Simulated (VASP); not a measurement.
## RbBr in VASP 6.6.1, single-point calculation

INCAR

```
SIGMA = 0.02
NSW = 0
ISMEAR = -1
GGA = PE
EDIFF = 1E-7
LWAVE = .FALSE.
NELM = 120
IBRION = -1
PREC = Accurate
ISIF = 2
LREAL = .FALSE.
ENCUT = 450
NBANDS = 15
LASPH = .TRUE.
LCHARG = .FALSE.
```

KPOINTS

```
KPOINTS created by Atomic Simulation Environment
0
Gamma
4 4 4
0 0 0
```

POSCAR

```
Rb Br
 1.0000000000000000
     0.0000000000000000    3.8694968645999999    3.8694968645999999
     3.7921069272999999    0.0000000000000000    3.8694968645999999
     3.7921069272999999    3.8694968645999999    0.0000000000000000
 Rb  Br
   1   1
Cartesian
  0.0000000000000000  0.0000000000000000  0.0000000000000000
  1.8960534636499999  1.9347484322999995  1.9347484322999995
```

The recommended PBE PAW datasets give the neutral cell 16 valence electrons.

Command

```
mpirun -np 1 vasp_std
```

Question: How does this run end, and what does it give?

Answer: It converged. Results: gap between bands v and c on the k mesh 4.10 eV; least direct gap on the k mesh 4.20 eV; pressure 0.4 GPa. Band v is the last that the valence electrons fill when counted band by band, and c is the next.

OSZICAR

```
N       E                     dE             d eps       ncg     rms          rms(c)
DAV:   1     0.831573120981E+02    0.83157E+02   -0.54683E+03   390   0.765E+02
DAV:   2     0.123505464206E+01   -0.81922E+02   -0.76068E+02   503   0.150E+02
DAV:   3    -0.610902478721E+01   -0.73441E+01   -0.73101E+01   530   0.467E+01
DAV:   4    -0.631071528464E+01   -0.20169E+00   -0.20164E+00   620   0.775E+00
DAV:   5    -0.631219143438E+01   -0.14761E-02   -0.14761E-02   537   0.705E-01    0.291E+00
DAV:   6    -0.594675609756E+01    0.36544E+00   -0.45215E-01   502   0.270E+00    0.191E+00
DAV:   7    -0.589665825043E+01    0.50098E-01   -0.23373E-01   516   0.198E+00    0.979E-01
DAV:   8    -0.591873581525E+01   -0.22078E-01   -0.24249E-02   504   0.816E-01    0.152E-01
DAV:   9    -0.592163564212E+01   -0.28998E-02   -0.31247E-03   411   0.254E-01    0.118E-01
DAV:  10    -0.592332673156E+01   -0.16911E-02   -0.11153E-03   390   0.201E-01    0.221E-02
DAV:  11    -0.592335742517E+01   -0.30694E-04   -0.10259E-04   523   0.520E-02    0.905E-03
DAV:  12    -0.592336869374E+01   -0.11269E-04   -0.20863E-05   390   0.334E-02    0.260E-03
DAV:  13    -0.592336892845E+01   -0.23471E-06   -0.59165E-07   583   0.437E-03    0.175E-03
DAV:  14    -0.592336897475E+01   -0.46299E-07   -0.22221E-07   397   0.274E-03
   1 F= -.59233690E+01 E0= -.59233690E+01  d E =-.181882E-10
```

For comparison, a separate PBE run of the intended cell, on usual settings and not on those above, gives a gap of 4.10 eV on its mesh and a pressure of 0.4 GPa.
